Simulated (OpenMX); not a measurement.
MgO: equation of state with PBE

MgO:

```
Mg O
1.0
     0.00000    2.09700    2.09700
     2.09700    0.00000    2.09700
     2.09700    2.09700    0.00000
Mg O
1 1
Direct
  0.00000 0.00000 0.00000
  0.50000 0.50000 0.50000
```

The cell is a database's computed one.

| Property | Result |
| --- | --- |
| Program | OpenMX 3.8.5 |
| Task | equation of state |
| Functional | PBE |
| Potentials or basis | OpenMX 2013 PBE set, Mg7.0-s3p2d1, O6.0-s2p2d1, fixed grid of 32 × 32 × 32 points |
| k mesh | 11 × 11 × 11 |
| Occupations | fermi-dirac, width 0.05 eV |
| Spin | no spin polarisation |

```yaml
Equilibrium_volume: "9.82 Å³/atom (rough: see the caveat)"
Bulk_modulus: 135 GPa (rough)
```

Energy against volume, from the lowest point:
```csv
volume (Å³/atom),energy (meV/atom)
8.668,69.81
8.853,47.76
9.037,30.23
9.221,17.11
9.406,8.02
9.590,2.34
9.775,0.00
```

Caveat: the minimum lies outside the volumes run; volumes in these bases differ from converged ones by about 1 %, for some elements by several; the basis of atomic orbitals isn't converged, which shifts pressures, moduli and gaps.
